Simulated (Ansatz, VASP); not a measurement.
CdTe: VASP beside Ansatz

The input INCAR:

```
PREC = Accurate ; ENCUT = 520
EDIFF = 1E-8 ; ISMEAR = -1
SIGMA = 0.05 ; LREAL = False
LASPH = True ; NELM = 80
ALGO = Normal ; ISIF = 2
LWAVE = False ; LCHARG = False
GGA = PE ; LEFG = True
NBANDS = 16
```

KPOINTS

```
Automatic mesh
0
Gamma
  10 10 10
```

POSCAR

```
CdTe
1.0
    0.0000000000      3.2050000000      3.2050000000
    3.2050000000      0.0000000000      3.2050000000
    3.2050000000      3.2050000000      0.0000000000
Cd Te
1 1
Direct
    0.0000000000      0.0000000000      0.0000000000
    0.2500000000      0.2500000000      0.2500000000
```

Input for Ansatz:

```yaml
crystal:
  lattice:
    - [0.0, 3.205, 3.205]
    - [3.205, 0.0, 3.205]
    - [3.205, 3.205, 0.0]
  atoms:
    - { symbol: Cd, position: [0.0, 0.0, 0.0] }
    - { symbol: Te, position: [0.25, 0.25, 0.25] }
kpoints:
  mp_grid: { grid: [10, 10, 10] }
  band_path:
    path:
      - [0.0, 0.0, 0.0]
      - [-0.5, -0.5, 0.0]
      - [-0.375, -0.375, 0.25]
      - [-0.375, 0.0, 0.375]
      - [0.0, 0.0, 0.0]
      - [0.0, 0.0, 0.5]
      - [-0.5, -0.25, 0.25]
      - [-0.5, -0.5, 0.0]
    npoints: 6
scf:
  occupations: { method: fermi_dirac, width: 0.05 }
hamiltonian:
  xc: pbe
  pseudopotentials: { kind: paw }
output:
  forces: true
  stress: true
  eigenvalues: true
  efg: { contact_densities: true }
  populations: true
  write_density: true
  write_potential: true
  elf: true
  volumetric_format: npy
```

Change from the starting cell: volume scaled by 1, PAW files.

Alike in both runs: task electric field gradients; functional PBE; k mesh 10 × 10 × 10; occupations fermi-dirac, width 0.05 eV; no spin polarisation.

|  | VASP | Ansatz |
| --- | --- | --- |
| version | VASP 6.6.1 | Ansatz 0.2.0 |
| potentials or method | VASP PAW PBE potentials, release 64 (Cd, Te) | PAW with Ansatz's default frozen-core files, scalar-relativistic |
| plane-wave cutoff (eV) | 520 | 420 |
| valence electrons in the cell | 18 | 36 |

Ansatz gave:

```
pressure (GPa)                                                 : 4.2
Vzz of the field gradient on the site that differs most (V/Å²) : 0.0
```

Which values does VASP return?

Pressure (GPa): 4.4; Vzz of the field gradient on the site that differs most (V/Å²): 0.0.

The two sets of potentials don't hold the same shells in valence. Ansatz warned: «gradients_without_spin_orbit».

Caveats: spin-orbit coupling is left out, which moves the levels of the heavy elements.
